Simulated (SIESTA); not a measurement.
Pd:

```xyz
1
Lattice="-1.5723 1.5723 1.5723 1.5723 -1.5723 1.5723 1.5723 1.5723 -1.5723" Properties=species:S:1:pos:R:3 pbc="T T T"
Pd    0.0000    0.0000    0.0000
```

This isn't the form of Pd at room conditions, which is fcc.

Base run:

| Property | Result |
| --- | --- |
| Program | SIESTA 5.4.2 |
| Functional | PBEsol |
| Potentials or basis | PseudoDojo 0.4 standard (PBEsol files) |
| Basis | TZDP (energy shift 0.003 Ry; two zetas on semicore shells) |
| Grid cutoff | 800 Ry |
| Energy shift | 0.003 Ry |
| k mesh | 12 × 12 × 12 |
| Occupations | fermi-dirac, width 0.05 eV |
| Spin | no spin polarisation |

Its results: band gap on the k mesh none (metal or under the smearing width); pressure -9.1 GPa.

Problem. After a change of settings the same cell gave: band gap on the k mesh none (metal or under the smearing width); pressure -4.8 GPa. Which change was it?
A. basis from TZDP (energy shift 0.003 Ry; two zetas on semicore shells) to TZP (energy shift 0.003 Ry; two zetas on semicore shells)
B. basis from TZDP (energy shift 0.003 Ry; two zetas on semicore shells) to SZP (energy shift 0.003 Ry)
C. basis from TZDP (energy shift 0.003 Ry; two zetas on semicore shells) to DZ (energy shift 0.003 Ry; two zetas on semicore shells)
D. basis from TZDP (energy shift 0.003 Ry; two zetas on semicore shells) to SZ (energy shift 0.003 Ry)

Solution. D.

Caveats: the basis of atomic orbitals isn't converged, which shifts pressures, moduli and gaps; the basis has no polarisation orbitals (some runs).
